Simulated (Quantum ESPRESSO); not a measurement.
**GaP: dielectric tensor and Born charges under several settings**

```
Ga P
1.0
     0.00000    2.72525    2.72525
     2.72525    0.00000    2.72525
     2.72525    2.72525    0.00000
Ga P
1 1
Cartesian
  0.0000 0.0000 0.0000
  4.0879 4.0879 4.0879
```

All runs used Quantum ESPRESSO 7.5; potentials PseudoDojo 0.4.1 SR LDA standard; given cell; no spin polarisation; cutoff 1088 eV; occupations smeared at first, fixed for the response.

```csv
level,k mesh (s: shifted),ε∞ (diagonal),Born charge of atom 1 (e),sum of the Born charges (e)
LDA,6 × 6 × 6,?,?,?
LDA,8 × 8 × 8,12.09,2.10,-0.13
LDA,10 × 10 × 10,11.38,2.10,-0.04
```

Task: What stands in the row left open?

Result: ε∞ 14.27; Born charge of atom 1 2.09 e; sum of the Born charges -0.46 e.

Caveats: on a mesh that holds Γ this program's dielectric tensor can be off by some percent beyond the error of the mesh.

For the row left open. Caveat: the mesh is thin for the dielectric tensor, Born charges and intensities, which usually come out too large; on a mesh that holds Γ this program's dielectric tensor can be off by some percent beyond the error of the mesh; the Born charges break their sum rule by 0.46 e, a sign of too thin a mesh.
